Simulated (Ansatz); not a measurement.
# MoS2 (P6_3/mmc) in Ansatz: notebook

The runs below take MoS2 through single point, equation of state, with RPBE+D3(BJ).

Everything below comes from runs of Ansatz 0.2.0. Logs are shortened: lines on timing, memory, paths and dates and some standing lists are left out, and cuts for length are marked.

### 1 Starting point

Symmetry: P6_3/mmc, No. 194, hexagonal system. Conventional cell: a = 3.169 Å, b = 3.169 Å, c = 12.324 Å, α = 90.00°, β = 90.00°, γ = 120.00°. Mo (site symmetry -6m2) has 6 S at 2.41 Å as nearest neighbours. S (site symmetry 3m) is surrounded by 3 Mo at 2.41 Å.

### 2 Single point, RPBE+D3(BJ), 16.79 Å³/atom (volume scaled by 0.94)

File input.yaml:

```yaml
crystal:
  lattice:
    - [3.1043083785, 0.0, 0.0]
    - [-1.5521541893, 2.688409917, 0.0]
    - [0.0, 0.0, 12.0724192038]
  atoms:
    - { symbol: Mo, position: [0.6666666667, 0.3333333333, 0.75] }
    - { symbol: Mo, position: [0.3333333333, 0.6666666667, 0.25] }
    - { symbol: S, position: [0.6666666667, 0.3333333333, 0.377] }
    - { symbol: S, position: [0.3333333333, 0.6666666667, 0.877] }
    - { symbol: S, position: [0.6666666667, 0.3333333333, 0.123] }
    - { symbol: S, position: [0.3333333333, 0.6666666667, 0.623] }
hamiltonian:
  xc: rpbe
  pseudopotentials: { kind: paw }
  dispersion: d3bj
kpoints:
  mp_grid: { grid: [10, 10, 3] }
scf:
  occupations: { method: fermi_dirac, width: 0.05 }
output:
  forces: true
  stress: true
  eigenvalues: true
```

Potentials or basis: Ansatz PAW.

Command:

```sh
$ ansatz run input.yaml --threads 2 --pin off --max-ram 5120MiB --backend cpu --events-out ev --progress --plain --runs-dir out
```

The program printed:

```text
Warning: RAYON_NUM_THREADS=2 ignored (pool sized by the plan → 2); use --threads N
Engine: ansatz 0.2.0, aarch64-unknown-linux-gnu
Pseudopotentials: kind: paw
Pseudopotential: Mo, paw, valence charge 14, recommended cutoff 420 eV (normal), Mo.paw.azcp
Pseudopotential: S, paw, valence charge 6, recommended cutoff 420 eV (normal), S.paw.azcp
Functional definition: RPBE
  parameter kappa = 0.804
  parameter beta = 0.06672455060314922
  exchange = rpbe_x(kappa = kappa, mu = beta*pi^2/3)
  correlation = pbe_c(beta = beta)
Crystal: 6 atoms, lattice volume = 100.752 Å³
Basis set: ecut = 420 eV, 1973 PW (Γ), exchange–correlation on 48×48×162 points (8 copies of the dense FFT grid, shifted against one another)
Bands: 32, of which v1, the nominal top of the filled ones, is band 26 counted from 1 (25 counted from 0)
Symmetry: 24 space group operations
Space group: P63/mmc (ITA 194), of the structure as read, at distance tolerance 4.7e-5 Å
k-points: 28 of 300
Non-local potential: Mo, projectors of the file, l = 0: 3, l = 1: 2, l = 2: 2, l = 3: 1
Non-local potential: S, projectors of the file, l = 0: 2, l = 1: 2, l = 2: 2
PAW form: soft (Blöchl's): semilocal exchange-correlation on the pseudo side does not see the compensation charge
PAW frozen core: Mo, regenerated for the run's functional, and the local potential with it (the file was generated under x = pbe(κ = 0.804, μ = 0.2195149727645171), c = pbe(β = 0.06672455060314922))
PAW frozen core: S, regenerated for the run's functional, and the local potential with it (the file was generated under x = pbe(κ = 0.804, μ = 0.2195149727645171), c = pbe(β = 0.06672455060314922))
PAW one-centre angular grid: Mo, 590 points (default); XC on 64 Gauss nodes
PAW one-centre angular grid: S, 110 points (default); XC on 64 Gauss nodes
Initial density: superposition of atomic densities (neutral atoms: chi_scale 0, normalization atom), corrected by the library's trained network
Initial wavefunctions: pseudopotential atomic-orbital guess
Functional: x = rpbe, c = pbe(β = 0.06672455060314922)
SCF iter   1: F=—  HF=-13565.177192 eV  |F-HF|=—  |Δ(HF+E_count)|=         —  Δρ=6.47e-3  dr2=1.13e-2  ethr=1.77e-3  ⟨swp⟩=7.3  Hψ=4145  notcnv=0
preconditioner: auto → Resta (q_TF=auto, 2.444 Å⁻¹)  ε∞=8.5  [insulator: Δε(μ)=0.909 eV  Ē_g=8.124 eV  σ=0.050 eV  W_gap=1.00  n_scr=26 (ndim 8)  ℏωp=22.2 eV  f_vac=0.011  D(μ)=0.00/eV (n_scr^D=0)  ε∞_Penn≈8.5]
SCF iter   2: F=—  HF=-13565.186073 eV  |F-HF|=—  |Δ(HF+E_count)|=   8.88e-3  Δρ=3.68e-3  dr2=3.55e-3  ethr=2.18e-5  ⟨swp⟩=2.1  Hψ=1670  notcnv=0  defer=1
SCF iter   3: F=—  HF=-13565.193190 eV  |F-HF|=—  |Δ(HF+E_count)|=   7.12e-3  Δρ=9.86e-4  dr2=1.65e-3  ethr=6.83e-6  ⟨swp⟩=2.0  Hψ=1423  notcnv=0  defer=1
SCF iter   4: F=—  HF=-13565.193219 eV  |F-HF|=—  |Δ(HF+E_count)|=   2.86e-5  Δρ=2.02e-4  dr2=5.59e-5  ethr=3.18e-6  ⟨swp⟩=2.0  Hψ=1154  notcnv=0  defer=1
SCF iter   5: F=—  HF=-13565.193331 eV  |F-HF|=—  |Δ(HF+E_count)|=   1.12e-4  Δρ=7.28e-5  dr2=1.77e-5  ethr=1.08e-7  ⟨swp⟩=2.0  Hψ=1389  notcnv=0  defer=1
SCF iter   6: F=—  HF=-13565.193345 eV  |F-HF|=—  |Δ(HF+E_count)|=   1.39e-5  Δρ=2.30e-5  dr2=1.29e-6  ethr=3.40e-8  ⟨swp⟩=2.0  Hψ=1355  notcnv=0  defer=1
SCF iter   7: F=-13565.193346 eV  HF=-13565.193346 eV  |F-HF|=3.51e-8  |Δ(HF+E_count)|=   1.28e-6  Δρ=3.99e-6  dr2=1.28e-8  ethr=1.92e-10  ⟨swp⟩=5.0  Hψ=4070  notcnv=0
SCF 1 converged in 7 iterations: F = -13565.193346 eV  dr2 = 1.28e-8
SCF converged after 7 iterations
Free energy (F): -13565.193346 eV
Harris-Foulkes:  -13565.193346 eV  (|F-HF|=3.51e-8)
Internal energy: -13565.193344 eV  (E = F + TS)
E sigma→0 (E₀):  -13565.193345 eV
Entropy (-TS):   -0.000002 eV (-0.000 meV/atom)
Fermi energy:    12.485218 eV
--- Per-component energies (eV) ---
  E_band       = -261.695146
  E_kinetic    = 1323.269595
  E_local      = -3838.750203  (includes V_loc(G=0)·N_el)
  E_nonlocal   = 395.535268
  E_hartree    = 1489.098250
  E_xc         = -762.212615
  E_vxc        = -815.292586  (∫ρ·V_xc dr)
  E_paw        = -8830.175816  (= ΣΔE_a)
  E_vpaw       = -304.652876  (= ΣTr[D̂ρ^β])
  E_aug_tail   = 0.000086  (compensation charges beyond the density's cutoff)
  E_ewald      = -3329.177923
  E_disp       = -12.451547  (pairwise vdW)
  E_core_change = -0.328438  (= ΣΔE_core)
  E_smearing   = -0.000002  (= −TS)
  E_closure    = -0.000000  (closes the sum)
  Σ components = -13565.193346   (vs F -13565.193346, Δ=0.00e0)
--- Forces (eV/Å), atoms counted from 1 ---
  atom   1  Mo    -0.00000000     0.00000000     0.00000000
  atom   2  Mo     0.00000000    -0.00000000     0.00000000
  atom   3  S     -0.00000000    -0.00000000     0.57993797
  atom   4  S      0.00000000     0.00000000     0.57993797
  atom   5  S     -0.00000000    -0.00000000    -0.57993797
  atom   6  S      0.00000000     0.00000000    -0.57993797
  max |Σ_I F_I| component: 1.16e-17 eV/Å
--- Stress (GPa, compression-positive) ---
       -9.282797      -0.000000       0.000000
       -0.000000      -9.282797       0.000000
        0.000000       0.000000       0.654755
  P = ⅓ Tr σ = -5.9703 GPa (-59.703 kbar)
--- Band table (eV; the first three rows and the last of 28) ---
  k-point 0: bands = ["-49.4640", "-49.4640", "-23.6738", "-23.6737", "-23.3795", "-23.3795", "-23.3795", "-23.3795", "-3.3547", "-3.0574", "-2.0022", "-1.4957", "4.7587", "5.8554", "8.3574", "8.5127", "8.5127", "8.5257", "8.5257", "9.7123", "9.7123", "9.7619", "9.7619", "10.7404", "10.8288", "12.0785", "14.2642", "14.2642", "14.2907", "14.2907", "14.5008", "14.5008"]
  k-point 1: bands = ["-49.4640", "-49.4640", "-23.6737", "-23.6737", "-23.3795", "-23.3795", "-23.3795", "-23.3795", "-3.2953", "-3.1511", "-1.8591", "-1.6105", "4.9807", "5.5078", "8.5158", "8.5158", "8.5223", "8.5223", "8.8500", "9.7247", "9.7247", "9.7495", "9.7495", "9.8198", "11.5213", "11.9455", "14.2657", "14.2657", "14.2769", "14.2769", "14.5573", "14.5573"]
  k-point 2: bands = ["-49.4590", "-49.4590", "-23.6640", "-23.6639", "-23.4280", "-23.4279", "-23.3904", "-23.3903", "-3.1890", "-2.8935", "-1.9282", "-1.4438", "4.9391", "6.0280", "8.0234", "8.1736", "8.1991", "8.6813", "8.7026", "9.1506", "9.4569", "9.5136", "9.8929", "10.7563", "11.0101", "11.7608", "14.1129", "14.1801", "14.1941", "14.2976", "14.3632", "14.5181"]
  k-point 27: bands = ["-49.4051", "-49.4051", "-23.7704", "-23.7704", "-23.6601", "-23.6601", "-23.5592", "-23.5592", "-0.8478", "-0.8384", "-0.7871", "-0.7791", "5.4971", "5.5769", "6.0759", "6.1650", "7.1748", "7.2291", "7.4633", "7.5423", "8.2027", "8.3949", "9.0816", "9.3039", "11.0946", "11.1833", "13.2880", "13.3304", "14.1922", "14.6851", "15.0070", "15.0821"]
```

Wall time 2.8 s (2 threads of Arm Neoverse V1, shared host); peak memory 0.39 GiB.

What came out:

```
Free energy            : -13565.1933 eV
Pressure               : -6.0 GPa
Largest force          : 0.580 eV/Å
Band gap on the k mesh : 0.91 eV, indirect (least direct gap 2.03 eV)
```

Caveat: odd divisions of the mesh miss points on the zone boundary, where band edges often lie, so the gap on the mesh can be too wide; the PAW data sets come from PBE, with cores solved anew for the run's functional, which leaves a small shift of forces and pressure.

### 3 Single point, RPBE+D3(BJ), 17.15 Å³/atom (volume scaled by 0.96)

Edit input.yaml of step 2 so:

```diff
@@ -2,5 +2,5 @@
   lattice:
-    - [3.1043083785, 0.0, 0.0]
-    - [-1.5521541893, 2.688409917, 0.0]
-    - [0.0, 0.0, 12.0724192038]
+    - [3.1261704254, 0.0, 0.0]
+    - [-1.5630852127, 2.707343005, 0.0]
+    - [0.0, 0.0, 12.1574390416]
   atoms:
@@ -24 +24,5 @@
   eigenvalues: true
+  write_density: true
+  write_potential: true
+  elf: true
+  volumetric_format: npy
```

Potentials or basis: Ansatz PAW.

Command:

```sh
$ ansatz run input.yaml --threads 2 --pin off --max-ram 5120MiB --backend cpu --events-out ev --progress --plain --runs-dir out
```

It took 3.7 s on 2 threads of Arm Neoverse V1, shared host; peak memory 0.41 GiB.

The run converged. Its results:

| Item | Value |
| --- | --- |
| Free energy | -13565.0912 eV |
| Pressure | -9.2 GPa |
| Largest force | 0.180 eV/Å |
| Band gap on the k mesh | 0.93 eV, indirect (least direct gap 1.97 eV) |

Caveat: odd divisions of the mesh miss points on the zone boundary, where band edges often lie, so the gap on the mesh can be too wide; the PAW data sets come from PBE, with cores solved anew for the run's functional, which leaves a small shift of forces and pressure.

### 4 Single point, RPBE+D3(BJ), 17.51 Å³/atom (volume scaled by 0.98)

Edit input.yaml of step 3 so:

```diff
@@ -2,5 +2,5 @@
   lattice:
-    - [3.1261704254, 0.0, 0.0]
-    - [-1.5630852127, 2.707343005, 0.0]
-    - [0.0, 0.0, 12.1574390416]
+    - [3.1477309028, 0.0, 0.0]
+    - [-1.5738654514, 2.7260149261, 0.0]
+    - [0.0, 0.0, 12.2412860984]
   atoms:
@@ -24,5 +24 @@
   eigenvalues: true
-  write_density: true
-  write_potential: true
-  elf: true
-  volumetric_format: npy
```

Command:

```sh
$ ansatz run input.yaml --threads 2 --pin off --max-ram 5120MiB --backend cpu --events-out ev --progress --plain --runs-dir out
```

It took 2.8 s on 2 threads of Arm Neoverse V1, shared host; peak memory 0.4 GiB.

The run converged. Its results:

* Free energy: -13564.9479 eV
* Pressure: -12.1 GPa
* Largest force: 0.191 eV/Å
* Band gap on the k mesh: 0.96 eV, indirect (least direct gap 1.92 eV)

Caveat: odd divisions of the mesh miss points on the zone boundary, where band edges often lie, so the gap on the mesh can be too wide; the PAW data sets come from PBE, with cores solved anew for the run's functional, which leaves a small shift of forces and pressure.

### 5 Single point, RPBE+D3(BJ), 17.86 Å³/atom

Edit input.yaml of step 4 so:

```diff
@@ -2,5 +2,5 @@
   lattice:
-    - [3.1477309028, 0.0, 0.0]
-    - [-1.5738654514, 2.7260149261, 0.0]
-    - [0.0, 0.0, 12.2412860984]
+    - [3.169, 0.0, 0.0]
+    - [-1.5845, 2.7444345046, 0.0]
+    - [0.0, 0.0, 12.324]
   atoms:
@@ -24 +24,5 @@
   eigenvalues: true
+  write_density: true
+  write_potential: true
+  elf: true
+  volumetric_format: npy
```

Command:

```sh
$ ansatz run input.yaml --threads 2 --pin off --max-ram 5120MiB --backend cpu --events-out ev --progress --plain --runs-dir out
```

Run time: 3.7 s. Hardware: 2 threads of Arm Neoverse V1, shared host; peak memory 0.41 GiB.

Results (log left out):

```
Free energy            : -13564.7680 eV
Pressure               : -14.7 GPa
Largest force          : 0.534 eV/Å
Band gap on the k mesh : 0.97 eV, indirect (least direct gap 1.87 eV)
```

Caveat: odd divisions of the mesh miss points on the zone boundary, where band edges often lie, so the gap on the mesh can be too wide; the PAW data sets come from PBE, with cores solved anew for the run's functional, which leaves a small shift of forces and pressure.

### 6 Single point, RPBE+D3(BJ), 18.22 Å³/atom (volume scaled by 1.02)

Edit input.yaml of step 5 so:

```diff
@@ -2,5 +2,5 @@
   lattice:
-    - [3.169, 0.0, 0.0]
-    - [-1.5845, 2.7444345046, 0.0]
-    - [0.0, 0.0, 12.324]
+    - [3.1899873666, 0.0, 0.0]
+    - [-1.5949936833, 2.7626100972, 0.0]
+    - [0.0, 0.0, 12.4056182726]
   atoms:
```

Potentials or basis: Ansatz PAW.

Command:

```sh
$ ansatz run input.yaml --threads 2 --pin off --max-ram 5120MiB --backend cpu --events-out ev --progress --plain --runs-dir out
```

Wall time 3.7 s (2 threads of Arm Neoverse V1, shared host); peak memory 0.41 GiB.

It converged, with:

* Free energy: -13564.5557 eV
* Pressure: -17.0 GPa
* Largest force: 0.851 eV/Å
* Band gap on the k mesh: 0.99 eV, indirect (least direct gap 1.82 eV)

Caveat: odd divisions of the mesh miss points on the zone boundary, where band edges often lie, so the gap on the mesh can be too wide; the PAW data sets come from PBE, with cores solved anew for the run's functional, which leaves a small shift of forces and pressure.

### 7 Single point, RPBE+D3(BJ), 18.58 Å³/atom (volume scaled by 1.04)

Edit input.yaml of step 6 so:

```diff
@@ -2,5 +2,5 @@
   lattice:
-    - [3.1899873666, 0.0, 0.0]
-    - [-1.5949936833, 2.7626100972, 0.0]
-    - [0.0, 0.0, 12.4056182726]
+    - [3.2107021507, 0.0, 0.0]
+    - [-1.6053510754, 2.7805496265, 0.0]
+    - [0.0, 0.0, 12.4861764927]
   atoms:
@@ -24,5 +24 @@
   eigenvalues: true
-  write_density: true
-  write_potential: true
-  elf: true
-  volumetric_format: npy
```

Command:

```sh
$ ansatz run input.yaml --threads 2 --pin off --max-ram 5120MiB --backend cpu --events-out ev --progress --plain --runs-dir out
```

It took 2.9 s on 2 threads of Arm Neoverse V1, shared host; peak memory 0.4 GiB.

The run converged. Its results:

```yaml
Free_energy: -13564.3145 eV
Pressure: -19.0 GPa
Largest_force: 1.145 eV/Å
Band_gap_on_the_k_mesh: 1.00 eV, indirect (least direct gap 1.77 eV)
```

Caveat: odd divisions of the mesh miss points on the zone boundary, where band edges often lie, so the gap on the mesh can be too wide; the PAW data sets come from PBE, with cores solved anew for the run's functional, which leaves a small shift of forces and pressure; forces of over 1 eV/Å show positions far from the minimum, so gaps and moduli don't describe the material at rest.

### 8 Single point, RPBE+D3(BJ), 18.94 Å³/atom (volume scaled by 1.06)

Edit input.yaml of step 7 so:

```diff
@@ -2,5 +2,5 @@
   lattice:
-    - [3.2107021507, 0.0, 0.0]
-    - [-1.6053510754, 2.7805496265, 0.0]
-    - [0.0, 0.0, 12.4861764927]
+    - [3.2311530343, 0.0, 0.0]
+    - [-1.6155765171, 2.7982606112, 0.0]
+    - [0.0, 0.0, 12.5657084235]
   atoms:
@@ -24 +24,5 @@
   eigenvalues: true
+  write_density: true
+  write_potential: true
+  elf: true
+  volumetric_format: npy
```

Command:

```sh
$ ansatz run input.yaml --threads 2 --pin off --max-ram 5120MiB --backend cpu --events-out ev --progress --plain --runs-dir out
```

Run time: 3.8 s. Hardware: 2 threads of Arm Neoverse V1, shared host; peak memory 0.41 GiB.

Results (log left out):

| Item | Value |
| --- | --- |
| Free energy | -13564.0477 eV |
| Pressure | -20.8 GPa |
| Largest force | 1.417 eV/Å |
| Band gap on the k mesh | 1.01 eV, indirect (least direct gap 1.73 eV) |

Caveat: odd divisions of the mesh miss points on the zone boundary, where band edges often lie, so the gap on the mesh can be too wide; the PAW data sets come from PBE, with cores solved anew for the run's functional, which leaves a small shift of forces and pressure; forces of over 1 eV/Å show positions far from the minimum, so gaps and moduli don't describe the material at rest.

### 9 Equation of state, RPBE+D3(BJ)

Potentials or basis: Ansatz PAW.

This step only gathers the single runs of the series.

What came out:

```yaml
Equilibrium_volume: "16.23 Å³/atom (rough: see the caveat)"
Bulk_modulus_at_fixed_shape_and_positions: 190 GPa (rough)
```

Energy against volume, from the lowest point:
```tsv
volume (Å³/atom)	energy (meV/atom)
16.792	0.00
17.149	17.02
17.507	40.90
17.864	70.88
18.221	106.28
18.578	146.48
18.936	190.94
```

Caveat: the potentials were made for another functional, which shifts forces and pressure; the minimum lies outside the volumes run; the cell was scaled at fixed shape and fractional positions, which overstates the stiffness of a crystal with free parameters, most of all of layers and chains.
